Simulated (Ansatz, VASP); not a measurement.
NiSb: VASP beside Ansatz

The input INCAR:

```
  PREC = Accurate
  ENCUT = 600
  EDIFF = 1E-6
  ISMEAR = -1
  SIGMA = 0.0834
  LREAL = False
  LASPH = True
  NELM = 100
  ALGO = Normal
  ISIF = 3
  LWAVE = False
  LCHARG = False
  GGA = PS
  IBRION = 2
  NSW = 60
  EDIFFG = -0.01
```

File KPOINTS:

```
regular mesh
0
Gamma
  5 5 5
```

The input POSCAR:

```
NiSb
1.0
    0.0000000000      2.9884500800      2.9884500800
    2.9884500800      0.0000000000      2.9884500800
    2.9884500800      2.9884500800      0.0000000000
Ni Sb
1 1
Direct
    0.7500000000      0.7500000000      0.7500000000
    0.0000000000      0.0000000000      0.0000000000
```

Input for Ansatz:

```yaml
crystal:
  lattice:
    - [0.0, 2.98845008, 2.98845008]
    - [2.98845008, 0.0, 2.98845008]
    - [2.98845008, 2.98845008, 0.0]
  atoms:
    - { symbol: Ni, position: [0.75, 0.75, 0.75] }
    - { symbol: Sb, position: [0.0, 0.0, 0.0] }
  symmetry: { tolerance: 0.0003 }
kpoints:
  mp_grid: { grid: [5, 5, 5], shift: [0, 0, 0] }
magnetization:
  spin_polarized: false
scf:
  occupations: { method: fermi_dirac, width: 0.0834 }
hamiltonian:
  pseudopotentials: { kind: paw }
  xc: pbesol
basis:
  ecutwfc: 420
output:
  forces: true
  stress: true
  eigenvalues: true
  write_density: true
  write_potential: true
  elf: true
  volumetric_format: npy
relax:
  max_steps: 40
  cell: {}
```

The cell was built by a generator and needn't be a form met in nature.

Alike in both runs: task relaxation of cell and atoms; functional PBEsol; k mesh 5 × 5 × 5; occupations fermi-dirac, width 0.0834 eV; no spin polarisation.

```csv
,VASP,Ansatz
version,VASP 6.6.1,Ansatz 0.2.0
potentials or method,"VASP PAW PBE potentials, release 64 (Ni, Sb)",PAW plane waves
plane-wave cutoff (eV),600,420
valence electrons in the cell,15,33
```

Ansatz gave:

* gap on the k mesh at the Fermi level, each at its own relaxed structure (eV): none
* relaxed volume (Å³/atom): 22.28
* relaxed cell length with the largest relative difference (Å): 3.979
* energy change over the relaxation (meV/atom): -162

Estimate VASP's values.

gap on the k mesh at the Fermi level, each at its own relaxed structure (eV): none; relaxed volume (Å³/atom): 22.28; relaxed cell length with the largest relative difference (Å): 3.980; energy change over the relaxation (meV/atom): -162.

A gap of «none» marks a metal or a gap that the smearing closes. The two sets of potentials don't hold the same shells in valence.

Caveats: the k mesh is coarse (spacing up to 0.36 Å⁻¹), so the values aren't converged; the volume moved by over 15 % at a fixed basis, so the end points are rough; the PAW data sets were made with another functional, which shifts forces and pressure a little (VASP). Spin-orbit coupling is left out, which matters for the levels of Sb. Spin polarisation is off, so any magnetic state and its effect on volume and gap are missing.
